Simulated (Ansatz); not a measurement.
Runs of Ansatz 0.2.0 on MnO. It takes space group Fm-3m (No. 225, cubic). The conventional cell has a = 4.448 Å, b = 4.448 Å, c = 4.448 Å, α = 90.00°, β = 90.00°, γ = 90.00°. Around Mn (site symmetry m-3m) lie 6 O at 2.22 Å. O (site symmetry m-3m) is surrounded by 6 Mn at 2.22 Å. The cell is a database's computed one.

```csv
task,level,cell,cutoff (eV),points for each segment of the path,gap on the mesh (eV),pressure (GPa),moment (μB),relaxed volume (Å³/atom)
relaxation of cell and atoms,HF,relaxed,420,-,11.01,0.0,5.00,11.50
band structure,HF,as given,420,4,(b),7.8,5.00,-
band structure,r2SCAN0,as given,500,4,(c),-1.5,5.00,-
relaxation of cell and atoms,HSEsol,relaxed,420,-,1.40,0.0,5.00,(a)
```

Alike in all rows: potentials or basis Ansatz PAW; spin collinear, ferromagnetic start; k mesh 5 × 5 × 5; smearing fermi-dirac 0.05 eV; the mesh is coarse, so values aren't converged.

Problem. Fill in the values left out.

Solution. (a) 10.75; (b) 11.27; (c) 2.70.

Caveats: all runs use coarse meshes; the magnetic or orbital state may not be the lowest; a cell with one magnetic atom can't hold antiferromagnetic order, which such compounds often take; the PAW data sets come from PBE, with cores solved anew for the run's functional, which leaves a small shift of forces and pressure; odd divisions of the mesh miss points on the zone boundary, where band edges often lie, so the gap on the mesh can be too wide (some runs); the plane-wave basis is chosen anew once the cell has moved, so the energies of steps on either side of that aren't comparable (some runs); the k mesh misses the band edges, so the gap on the mesh is wider than the one along the path (some runs); the thresholds are loose for stress (some runs).

Runs at the PBE level aren't shown here.
